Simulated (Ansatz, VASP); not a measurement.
## Two plane-wave programs on CoO

```
CELL_PARAMETERS angstrom
0.00000 2.13150 2.13150
2.13150 0.00000 2.13150
2.13150 2.13150 0.00000
ATOMIC_POSITIONS crystal
Co 0.00000 0.00000 0.00000
O 0.50000 0.50000 0.50000
```

Alike in both runs: task single point; functional PBE; k mesh 11 × 11 × 11; occupations fermi-dirac, width 0.05 eV; collinear spin.

|  | VASP | Ansatz |
| --- | --- | --- |
| version | VASP 6.6.1 | Ansatz 0.2.0 |
| potentials or method | VASP PAW PBE potentials, release 64 (Co, O) | Ansatz PAW |
| plane-wave cutoff (eV) | 520 | 420 |
| valence electrons in the cell | 15 | 23 |

Ansatz gave:

| Item | Value |
| --- | --- |
| gap on the k mesh at the Fermi level (eV) | none |
| pressure (GPa) | -1.9 |
| net moment per atom (μB) | 1.46 |
| size of the moment on the site where the two differ most (μB) | 2.49 |

**Question.** What did VASP give for the same quantities?

**Answer.** gap on the k mesh at the Fermi level (eV): none; pressure (GPa): -2.4; net moment per atom (μB): 1.45; size of the moment on the site where the two differ most (μB): 2.55.

Site moments also hang on the region over which each program counts them. A gap of «none» marks a metal or a gap that the smearing closes. With one functional, cell and mesh, what is left measures potentials, basis and numerics. The two sets of potentials don't hold the same shells in valence.

Caveats: a cell with one magnetic atom can't hold antiferromagnetic order, which such compounds often take; semilocal functionals often make such compounds metallic where correlation or magnetic order opens a gap, which also shifts bond lengths; the pressure holds a Pulay correction of +0.7 GPa for the finite cutoff (Ansatz).
